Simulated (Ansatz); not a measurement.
# Dielectric response of SiC (10-10) films, part 3 of 6

How well do thin wurtzite SiC (10-10) films screen a perpendicular field?

Ansatz 0.2.0; plane-wave DFT, PBEsol, Ansatz PAW (the session's first sound run).

So far. Step 7 (Field on, atoms free, 12 atoms, field 0.05 V/Å): The dipole is 0.0348 e·Å, and the gap on the mesh 1.393 eV. Step 8 (Relaxing in the field, 12 atoms, field -0.05 V/Å): The dipole is -0.0348 e·Å, and the gap on the mesh 1.393 eV.

**9. Response with the atoms relaxed, 12 atoms, units 3**

This step: plane-wave DFT, PBEsol, Ansatz PAW; response to a field along the normal, atoms relaxed (Ansatz 0.2.0).

The two relaxed runs give the static response.

This step gave:

```
equivalent conductor thickness p/(ε₀AE) : 8.105 Å
distance between the outer atoms        : 6.034 Å
```

Local field over the applied field, running mean. From the potentials at -0.05 and 0.05 V/Å; running mean over 2.667 Å, taken twice. The local field over applied field by z:

z (Å), local field over applied field and a bar:
```
     4.19      0.998 ##############################
     4.64      0.994 ##############################
     5.08      0.986 ##############################
     5.53      0.968 #############################
     5.83      0.947 ############################
     6.28      0.896 ###########################
     6.73      0.825 ########################
     7.18      0.722 #####################
     7.63      0.592 #################
     8.07      0.457 #############
     8.52      0.332 #########
     8.97      0.227 #####
     9.27      0.166 ###
     9.72      0.098 #
    10.17      0.074 
    10.62      0.064 
    11.07      0.060 
    11.51      0.060 
    11.96      0.065 
    12.26      0.065 
    12.71      0.060 
    13.16      0.060 
    13.61      0.064 
    14.06      0.074 
    14.50      0.098 #
    14.95      0.166 ###
    15.25      0.227 #####
    15.70      0.332 #########
    16.15      0.457 #############
    16.60      0.592 #################
    17.05      0.722 #####################
    17.50      0.825 ########################
    17.94      0.896 ###########################
    18.39      0.947 ############################
    18.69      0.968 #############################
    19.14      0.986 ##############################
    19.59      0.994 ##############################
    20.04      0.998 ##############################
```

The induced dipole is that of a conductor 8.10 Å thick.

**10. Relaxation, 16 atoms, units 4**

This step: plane-wave DFT, PBEsol, Ansatz PAW (Ansatz 0.2.0).

System of this step: SiC (10-10), 4 units. The cell holds 16 atoms: 8 Si and 8 C. Cell: a = 3.080 Å, b = 5.050 Å, c = 26.891 Å, α = 90.0°, β = 90.0°, γ = 90.0°. It derives from SiC (wurtzite SiC). Vacuum lies along c.

The next thickness, treated alike, so that differences show the interior and the faces cancel.

input.yaml reads:

```yaml
crystal:
  lattice:
    - [3.08, 0.0, 0.0]
    - [0.0, 5.05, 0.0]
    - [0.0, 0.0, 26.8911941455]
  atoms:
    - { symbol: Si, position: [0.0, 0.0, 0.3346820506] }
    - { symbol: C, position: [0.0, 0.375, 0.3346820506] }
    - { symbol: Si, position: [0.5, 0.5, 0.3677456405] }
    - { symbol: C, position: [0.5, 0.875, 0.3677456405] }
    - { symbol: Si, position: [0.5, 0.0, 0.4338728202] }
    - { symbol: C, position: [0.5, 0.375, 0.4338728202] }
    - { symbol: Si, position: [0.0, 0.5, 0.4669364101] }
    - { symbol: C, position: [0.0, 0.875, 0.4669364101] }
    - { symbol: Si, position: [0.0, 0.0, 0.5330635899] }
    - { symbol: C, position: [0.0, 0.375, 0.5330635899] }
    - { symbol: Si, position: [0.5, 0.5, 0.5661271798] }
    - { symbol: C, position: [0.5, 0.875, 0.5661271798] }
    - { symbol: Si, position: [0.5, 0.0, 0.6322543595] }
    - { symbol: C, position: [0.5, 0.375, 0.6322543595] }
    - { symbol: Si, position: [0.0, 0.5, 0.6653179494] }
    - { symbol: C, position: [0.0, 0.875, 0.6653179494] }
kpoints:
  mp_grid: { grid: [8, 6, 1] }
hamiltonian:
  xc: pbesol
scf:
  occupations: { method: fixed }
  convergence: { dr2_threshold: 1.0e-09 }
efield:
  axis: 3
  dipole_correction: true
  ramp_position: 0.97
  ramp_width: 0.06
relax:
  f_tol: 0.003
  max_steps: 100
output:
  write_potential: true
  write_density: true
  volumetric_format: npy
```

Run with:

```
ansatz run input.yaml --threads 4 --pin off --max-ram 16384MiB --backend cpu --events-out ev --progress --plain --runs-dir out
```

Numbers of over 12 decimals in the logs are rounded to 6 here.

Output:

```text
[...]
Crystal: 16 atoms, lattice volume = 418.266 Å³
Basis set: ecut = 420 eV, 8167 PW (Γ), exchange–correlation on 48×72×360 points (8 copies of the dense FFT grid, shifted against one another)
Bands: 48, of which v1, the nominal top of the filled ones, is band 32 counted from 1 (31 counted from 0)
Symmetry: 2 space group operations
[...]
- { symbol: Si, position: [0.0, 0.000226012, 0.533264] }
    - { symbol: C, position: [0.0, 0.376529, 0.533446] }
    - { symbol: Si, position: [0.5, 0.504358, 0.565368] }
    - { symbol: C, position: [0.5, 0.877969, 0.565686] }
    - { symbol: Si, position: [0.5, -0.00989381, 0.634467] }
    - { symbol: C, position: [0.5, 0.364108, 0.633341] }
    - { symbol: Si, position: [0.0, 0.522564, 0.655544] }
    - { symbol: C, position: [0.0, 0.864138, 0.661730] }
[key lines of the parts left out:]
SCF converged after 6 iterations
Free energy (F): -6944.665599 eV
Fermi energy:    0.428332 eV
Dipole field:    D = 0.000000 V/Å  (p = 0.000000 e·Å, saw-weighted, corrected)
Work function:   Φ+ = 5.5777 eV   Φ− = 5.5777 eV
```

It took 69 s on 4 threads of Arm Neoverse V1, shared host; peak memory 0.9 GiB; 4.5 min of CPU time.

Step by step:

| step | energy less that of the first step (eV) | largest force component (eV/Å) |
| --- | --- | --- |
| 1 | 0.0000 | 2.3226 |
| 2 | -0.9132 | 1.6699 |
| 3 | -1.1726 | 2.2086 |
| 4 | -1.2877 | 0.5778 |
| 5 | -1.3096 | 0.0479 |
| 6 | -1.3102 | 0.0069 |
| 7 | -1.3102 | 0.0009 |

The run keeps the 2 symmetry operations that it works with, so distortions that break them were not tested.

The atoms that moved most (Å):

```
atom     dx      dy      dz  length
 Si1  0.000   0.114   0.263   0.286
Si15  0.000   0.114  -0.263   0.286
 C16  0.000  -0.055  -0.096   0.111
  C2  0.000  -0.055   0.096   0.111
Si13  0.000  -0.050   0.060   0.078
 Si3  0.000  -0.050  -0.060   0.078
  C4  0.000  -0.055  -0.029   0.062
 C14  0.000  -0.055   0.029   0.062
```

Final coordinates:

```cif
data_structure
_symmetry_space_group_name_H-M 'P 1'
_symmetry_Int_Tables_number 1
_cell_length_a 3.0800
_cell_length_b 5.0500
_cell_length_c 26.8912
_cell_angle_alpha 90.000
_cell_angle_beta 90.000
_cell_angle_gamma 90.000
_cell_volume 418.27
loop_
_atom_site_label
_atom_site_type_symbol
_atom_site_fract_x
_atom_site_fract_y
_atom_site_fract_z
_atom_site_occupancy
Si1 Si 0.00000 0.02256 0.34446 1
C2 C 0.00000 0.36414 0.33827 1
Si3 Si 0.50000 0.49011 0.36553 1
C4 C 0.50000 0.86411 0.36666 1
Si5 Si 0.50000 0.00436 0.43463 1
C6 C 0.50000 0.37797 0.43431 1
Si7 Si 0.00000 0.50023 0.46674 1
C8 C 0.00000 0.87653 0.46655 1
Si9 Si 0.00000 0.00023 0.53326 1
C10 C 0.00000 0.37653 0.53345 1
Si11 Si 0.50000 0.50436 0.56537 1
C12 C 0.50000 0.87797 0.56569 1
Si13 Si 0.50000 0.99011 0.63447 1
C14 C 0.50000 0.36411 0.63334 1
Si15 Si 0.00000 0.52256 0.65554 1
C16 C 0.00000 0.86414 0.66173 1
```

The relaxation took 7 steps and lowered the energy by 1.3 eV; the largest force on the free atoms ends at 8.8e-4 eV/Å.

The gap is 1.45 eV, with the valence edge 5.58 eV and the conduction edge 4.13 eV under the upper vacuum level.

**11. The relaxed film, single point, 16 atoms, units 4**

The next thickness, treated alike, so that differences show the interior and the faces cancel.

input.yaml reads:

```yaml
crystal:
  lattice:
    - [3.08, 0.0, 0.0]
    - [0.0, 5.05, 0.0]
    - [0.0, 0.0, 26.8911941455]
  atoms:
    - { symbol: Si, position: [0.0, 0.0225644191, 0.3444563273] }
    - { symbol: C, position: [0.0, 0.3641384552, 0.3382700233] }
    - { symbol: Si, position: [0.5, 0.4901061875, 0.3655329698] }
    - { symbol: C, position: [0.5, 0.8641081592, 0.3666588155] }
    - { symbol: Si, position: [0.5, 0.0043581638, 0.4346322469] }
    - { symbol: C, position: [0.5, 0.3779693893, 0.4343142631] }
    - { symbol: Si, position: [0.0, 0.500226011, 0.4667360285] }
    - { symbol: C, position: [0.0, 0.8765292297, 0.466553545] }
    - { symbol: Si, position: [0.0, 0.0002260117, 0.5332639725] }
    - { symbol: C, position: [0.0, 0.3765292308, 0.533446454] }
    - { symbol: Si, position: [0.5, 0.5043581624, 0.5653677544] }
    - { symbol: C, position: [0.5, 0.8779693861, 0.5656857355] }
    - { symbol: Si, position: [0.5, -0.0098938138, 0.6344670312] }
    - { symbol: C, position: [0.5, 0.3641081563, 0.6333411828] }
    - { symbol: Si, position: [0.0, 0.5225644065, 0.6555436746] }
    - { symbol: C, position: [0.0, 0.8641384453, 0.6617299756] }
kpoints:
  mp_grid: { grid: [8, 6, 1] }
hamiltonian:
  xc: pbesol
scf:
  occupations: { method: fixed }
  convergence: { dr2_threshold: 1.0e-09 }
efield:
  axis: 3
  dipole_correction: true
  ramp_position: 0.97
  ramp_width: 0.06
output:
  eigenvalues: true
  write_potential: true
  write_density: true
  volumetric_format: npy
  elf: true
```

Output:

```text
[...]
Crystal: 16 atoms, lattice volume = 418.266 Å³
Basis set: ecut = 420 eV, 8167 PW (Γ)
Bands: 48, of which v1, the nominal top of the filled ones, is band 32 counted from 1 (31 counted from 0)
Symmetry: 2 space group operations
k-points: 20 of 48 (time reversal used)
[...]
k-point 1: bands = [... 28 lower, -0.3236, -0.0957, 0.1273, 0.2843, 2.9848, 3.1152, 3.2386, 3.7371, ... 12 higher]
  k-point 2: bands = [... 28 lower, -0.6339, -0.1901, -0.1150, 0.1993, 2.8191, 2.8697, 3.5096, 3.5772, ... 12 higher]
  k-point 19: bands = [... 28 lower, -1.6772, -1.6772, 0.0650, 0.0650, 1.9102, 1.9102, 4.0142, 4.0142, ... 12 higher]
[key lines of the parts left out:]
SCF converged after 11 iterations
Free energy (F): -6944.665463 eV
Fermi energy:    0.428338 eV
Dipole field:    D = 0.000001 V/Å  (p = 0.000003 e·Å, saw-weighted, corrected)
Work function:   Φ+ = 5.5777 eV   Φ− = 5.5777 eV
```

The job ended after 17 s (4 threads; peak memory 0.98 GiB).

The gap is 1.45 eV, with the valence edge 5.58 eV and the conduction edge 4.13 eV under the upper vacuum level.

**12. Atoms held, 16 atoms, units 4, field 0.05 V/Å**

input.yaml: that of step 11 with these lines changed.

```diff
@@ -28,3 +28,3 @@
   occupations: { method: fixed }
-  convergence: { dr2_threshold: 1.0e-09 }
+  convergence: { dr2_threshold: 1.0e-10 }
 efield:
@@ -34,4 +34,4 @@
   ramp_width: 0.06
+  amplitude: 0.05
 output:
-  eigenvalues: true
   write_potential: true
@@ -39,2 +39 @@
   volumetric_format: npy
-  elf: true
```

Output:

```text
[...]
Crystal: 16 atoms, lattice volume = 418.266 Å³
Basis set: ecut = 420 eV, 8167 PW (Γ)
Bands: 48, of which v1, the nominal top of the filled ones, is band 32 counted from 1 (31 counted from 0)
Symmetry: 2 space group operations
k-points: 20 of 48 (time reversal used)
[...]
k-point 0: bands = [... 28 lower, -0.1115, 0.0566, 0.2540, 0.4228, 2.9438, 3.1669, 3.2595, 3.8997, ... 12 higher]
  k-point 1: bands = [... 28 lower, -0.3238, -0.0970, 0.1275, 0.2856, 2.9787, 3.1199, 3.2392, 3.7370, ... 12 higher]
  k-point 2: bands = [... 28 lower, -0.6341, -0.1898, -0.1166, 0.2007, 2.8049, 2.8834, 3.5087, 3.5776, ... 12 higher]
  k-point 19: bands = [... 28 lower, -1.6871, -1.6674, 0.0401, 0.0896, 1.8862, 1.9340, 4.0117, 4.0161, ... 12 higher]
[key lines of the parts left out:]
SCF converged after 14 iterations
Free energy (F): -6944.666544 eV
Fermi energy:    0.429772 eV
Dipole field:    D = 0.018711 V/Å  (p = 0.043250 e·Å, saw-weighted, corrected)
```

Run time: 20 s. Hardware: 4 threads; peak memory 0.96 GiB; 77 s of CPU time.

The dipole is 0.0433 e·Å, and the gap on the mesh 1.444 eV.

**13. Atoms held, 16 atoms, units 4, field -0.05 V/Å**

input.yaml: that of step 12 with these lines changed.

```diff
@@ -34,3 +34,3 @@
   ramp_width: 0.06
-  amplitude: 0.05
+  amplitude: -0.05
 output:
```

Output:

```text
[...]
Crystal: 16 atoms, lattice volume = 418.266 Å³
Basis set: ecut = 420 eV, 8167 PW (Γ)
Bands: 48, of which v1, the nominal top of the filled ones, is band 32 counted from 1 (31 counted from 0)
Symmetry: 2 space group operations
k-points: 20 of 48 (time reversal used)
[...]
k-point 0: bands = [... 28 lower, -0.1115, 0.0566, 0.2540, 0.4228, 2.9438, 3.1669, 3.2595, 3.8997, ... 12 higher]
  k-point 1: bands = [... 28 lower, -0.3238, -0.0970, 0.1275, 0.2856, 2.9787, 3.1199, 3.2392, 3.7370, ... 12 higher]
  k-point 2: bands = [... 28 lower, -0.6341, -0.1898, -0.1166, 0.2007, 2.8049, 2.8834, 3.5087, 3.5776, ... 12 higher]
  k-point 19: bands = [... 28 lower, -1.6871, -1.6674, 0.0401, 0.0896, 1.8862, 1.9340, 4.0117, 4.0161, ... 12 higher]
[key lines of the parts left out:]
SCF converged after 14 iterations
Free energy (F): -6944.666544 eV
Fermi energy:    0.429772 eV
Dipole field:    D = -0.018711 V/Å  (p = -0.043250 e·Å, saw-weighted, corrected)
```

The job ended after 20 s (4 threads; peak memory 0.96 GiB).

The dipole is -0.0433 e·Å, and the gap on the mesh 1.444 eV.

**14. Response with the atoms held, 16 atoms, units 4**

This step: plane-wave DFT, PBEsol, Ansatz PAW; response to a field along the normal, atoms held (Ansatz 0.2.0).

Local field over the applied field, running mean. From the potentials at -0.05 and 0.05 V/Å; running mean over 2.667 Å, taken twice. Local field over applied field against z:

| z (Å) | local field over applied field |
| --- | --- |
| 4.5 | 0.995 |
| 5.0 | 0.987 |
| 5.5 | 0.968 |
| 6.0 | 0.929 |
| 6.5 | 0.862 |
| 7.0 | 0.765 |
| 7.5 | 0.641 |
| 8.0 | 0.504 |
| 8.5 | 0.370 |
| 9.0 | 0.260 |
| 9.5 | 0.181 |
| 10.0 | 0.133 |
| 10.5 | 0.112 |
| 11.0 | 0.109 |
| 11.5 | 0.112 |
| 12.0 | 0.116 |
| 12.5 | 0.119 |
| 13.0 | 0.121 |
| 13.5 | 0.122 |
| 14.0 | 0.121 |
| 14.5 | 0.119 |
| 15.0 | 0.115 |
| 15.5 | 0.112 |
| 16.0 | 0.109 |
| 16.5 | 0.115 |
| 17.0 | 0.141 |
| 17.5 | 0.195 |
| 18.0 | 0.281 |
| 18.5 | 0.398 |
| 19.0 | 0.534 |
| 19.5 | 0.670 |
| 20.0 | 0.788 |
| 20.5 | 0.879 |
| 21.0 | 0.939 |
| 21.5 | 0.973 |
| 22.0 | 0.989 |
| 22.5 | 0.996 |

The induced dipole is that of a conductor 10.06 Å thick.

**15. Relaxing the film, 20 atoms, units 5**

This step: plane-wave DFT, PBEsol, Ansatz PAW (Ansatz 0.2.0).

System of this step: SiC (10-10), 5 units. The cell holds 20 atoms: 10 Si and 10 C. Cell: a = 3.080 Å, b = 5.050 Å, c = 29.559 Å, α = 90.0°, β = 90.0°, γ = 90.0°. It derives from SiC (wurtzite SiC). Vacuum lies along c.

The next thickness, treated alike, so that differences show the interior and the faces cancel.

input.yaml reads:

```yaml
crystal:
  lattice:
    - [3.08, 0.0, 0.0]
    - [0.0, 5.05, 0.0]
    - [0.0, 0.0, 29.5585523892]
  atoms:
    - { symbol: Si, position: [0.0, 0.0, 0.3044804049] }
    - { symbol: C, position: [0.0, 0.375, 0.3044804049] }
    - { symbol: Si, position: [0.5, 0.5, 0.3345603426] }
    - { symbol: C, position: [0.5, 0.875, 0.3345603426] }
    - { symbol: Si, position: [0.5, 0.0, 0.394720218] }
    - { symbol: C, position: [0.5, 0.375, 0.394720218] }
    - { symbol: Si, position: [0.0, 0.5, 0.4248001557] }
    - { symbol: C, position: [0.0, 0.875, 0.4248001557] }
    - { symbol: Si, position: [0.0, 0.0, 0.4849600311] }
    - { symbol: C, position: [0.0, 0.375, 0.4849600311] }
    - { symbol: Si, position: [0.5, 0.5, 0.5150399689] }
    - { symbol: C, position: [0.5, 0.875, 0.5150399689] }
    - { symbol: Si, position: [0.5, 0.0, 0.5751998443] }
    - { symbol: C, position: [0.5, 0.375, 0.5751998443] }
    - { symbol: Si, position: [0.0, 0.5, 0.605279782] }
    - { symbol: C, position: [0.0, 0.875, 0.605279782] }
    - { symbol: Si, position: [0.0, 0.0, 0.6654396574] }
    - { symbol: C, position: [0.0, 0.375, 0.6654396574] }
    - { symbol: Si, position: [0.5, 0.5, 0.6955195951] }
    - { symbol: C, position: [0.5, 0.875, 0.6955195951] }
kpoints:
  mp_grid: { grid: [8, 6, 1] }
hamiltonian:
  xc: pbesol
scf:
  occupations: { method: fixed }
  convergence: { dr2_threshold: 1.0e-09 }
efield:
  axis: 3
  dipole_correction: true
  ramp_position: 0.97
  ramp_width: 0.06
relax:
  f_tol: 0.003
  max_steps: 100
output:
  write_potential: true
  write_density: true
  volumetric_format: npy
```

Output:

```text
[...]
Crystal: 20 atoms, lattice volume = 459.754 Å³
Basis set: ecut = 420 eV, 8961 PW (Γ), exchange–correlation on 48×72×400 points (8 copies of the dense FFT grid, shifted against one another)
Bands: 60, of which v1, the nominal top of the filled ones, is band 40 counted from 1 (39 counted from 0)
Symmetry: 2 space group operations
[...]
- { symbol: Si, position: [0.5, -0.000722838, 0.575221] }
    - { symbol: C, position: [0.5, 0.376094, 0.575382] }
    - { symbol: Si, position: [0.0, 0.504247, 0.604523] }
    - { symbol: C, position: [0.0, 0.877711, 0.604869] }
    - { symbol: Si, position: [0.0, -0.010520, 0.667373] }
    - { symbol: C, position: [0.0, 0.363595, 0.666298] }
    - { symbol: Si, position: [0.5, 0.522038, 0.686567] }
    - { symbol: C, position: [0.5, 0.863599, 0.692222] }
[key lines of the parts left out:]
SCF converged after 7 iterations
Free energy (F): -8682.062349 eV
Fermi energy:    1.202362 eV
Dipole field:    D = -0.000000 V/Å  (p = -0.000000 e·Å, saw-weighted, corrected)
Work function:   Φ+ = 5.6341 eV   Φ− = 5.6341 eV
```

The job ended after 1.9 min (4 threads; peak memory 1.1 GiB; 7.5 min of CPU time).

The steps of the relaxation:

```csv
step,energy less that of the first step (eV),largest force component (eV/Å)
1,0.0000,2.3176
2,-0.9113,1.6717
3,-1.1683,2.2037
4,-1.2946,0.2293
5,-1.3044,0.0452
6,-1.3049,0.0124
7,-1.3049,0.0133
8,-1.3049,0.0007
```

Forces are held to the 2 operations that the run works with; a distortion that breaks them can't arise in this run.

The atoms that moved most (Å):

```csv
atom,dx,dy,dz,length
Si1,0.000,0.111,0.265,0.287
Si19,0.000,0.111,-0.265,0.287
C20,0.000,-0.058,-0.097,0.113
C2,0.000,-0.058,0.097,0.113
Si17,0.000,-0.053,0.057,0.078
Si3,0.000,-0.053,-0.057,0.078
C18,0.000,-0.058,0.025,0.063
C4,0.000,-0.058,-0.025,0.063
```

The relaxation took 8 steps and lowered the energy by 1.3 eV; the largest force on the free atoms ends at 6.9e-4 eV/Å.

The gap is 1.51 eV, with the valence edge 5.63 eV and the conduction edge 4.12 eV under the upper vacuum level.

**16. The relaxed film, single point, 20 atoms, units 5**

The next thickness, treated alike, so that differences show the interior and the faces cancel.

input.yaml reads:

```yaml
crystal:
  lattice:
    - [3.08, 0.0, 0.0]
    - [0.0, 5.05, 0.0]
    - [0.0, 0.0, 29.5585523892]
  atoms:
    - { symbol: Si, position: [0.0, 0.022038209, 0.3134329323] }
    - { symbol: C, position: [0.0, 0.3635988888, 0.3077782854] }
    - { symbol: Si, position: [0.5, 0.4894802784, 0.3326269037] }
    - { symbol: C, position: [0.5, 0.8635954229, 0.333701735] }
    - { symbol: Si, position: [0.5, 0.0042472496, 0.3954768789] }
    - { symbol: C, position: [0.5, 0.3777114497, 0.395131163] }
    - { symbol: Si, position: [0.0, 0.4992771633, 0.4247792792] }
    - { symbol: C, position: [0.0, 0.8760942784, 0.4246184352] }
    - { symbol: Si, position: [0.0, 0.0017513524, 0.4850007605] }
    - { symbol: C, position: [0.0, 0.3772057244, 0.4852952433] }
    - { symbol: Si, position: [0.5, 0.5017513527, 0.5149992405] }
    - { symbol: C, position: [0.5, 0.8772057234, 0.5147047572] }
    - { symbol: Si, position: [0.5, -0.0007228381, 0.5752207213] }
    - { symbol: C, position: [0.5, 0.3760942765, 0.5753815646] }
    - { symbol: Si, position: [0.0, 0.5042472465, 0.6045231217] }
    - { symbol: C, position: [0.0, 0.8777114462, 0.6048688363] }
    - { symbol: Si, position: [0.0, -0.0105197253, 0.6673730961] }
    - { symbol: C, position: [0.0, 0.3635954179, 0.6662982641] }
    - { symbol: Si, position: [0.5, 0.5220382009, 0.6865670682] }
    - { symbol: C, position: [0.5, 0.8635988823, 0.6922217134] }
kpoints:
  mp_grid: { grid: [8, 6, 1] }
hamiltonian:
  xc: pbesol
scf:
  occupations: { method: fixed }
  convergence: { dr2_threshold: 1.0e-09 }
efield:
  axis: 3
  dipole_correction: true
  ramp_position: 0.97
  ramp_width: 0.06
output:
  eigenvalues: true
  write_potential: true
  write_density: true
  volumetric_format: npy
```

Output:

```text
[...]
Crystal: 20 atoms, lattice volume = 459.754 Å³
Basis set: ecut = 420 eV, 8961 PW (Γ)
Bands: 60, of which v1, the nominal top of the filled ones, is band 40 counted from 1 (39 counted from 0)
Symmetry: 2 space group operations
k-points: 20 of 48 (time reversal used)
[...]
k-point 0: bands = [... 36 lower, 0.8352, 0.9949, 1.1212, 1.1963, 3.8013, 3.8838, 4.0879, 4.4438, ... 16 higher]
  k-point 1: bands = [... 36 lower, 0.6907, 0.8328, 1.0003, 1.0500, 3.8632, 3.8741, 4.0218, 4.3896, ... 16 higher]
  k-point 2: bands = [... 36 lower, 0.3600, 0.6947, 0.8309, 1.0011, 3.6548, 3.6802, 4.2495, 4.2684, ... 16 higher]
  k-point 19: bands = [... 36 lower, -0.8424, -0.8424, 0.9031, 0.9031, 2.7153, 2.7153, 4.6958, 4.6958, ... 16 higher]
[key lines of the parts left out:]
SCF converged after 10 iterations
Free energy (F): -8682.062246 eV
Fermi energy:    1.202386 eV
Dipole field:    D = -0.000009 V/Å  (p = -0.000024 e·Å, saw-weighted, corrected)
Work function:   Φ+ = 5.6342 eV   Φ− = 5.6340 eV
```

Wall time 25 s (4 threads); peak memory 1.2 GiB; 99 s of CPU time.

The gap is 1.51 eV, with the valence edge 5.63 eV and the conduction edge 4.12 eV under the upper vacuum level.

(Continued in part 4 of 6.)

[Logs are printed without paths, hosts, clocks, repeated set-up lines and the standing remarks that a program may print on its own settings, such as how far it seeks lower states.]

[Hosts, paths, dates, database ids (printed as entryN), source tags and the programs' standing remarks are cut or masked in the printed files.]

[Maps of the electrostatic potential energy from Ansatz leave out the sawtooth potential of an applied field or a dipole correction, so their vacuum need not be flat; planar profiles and work functions include it.]
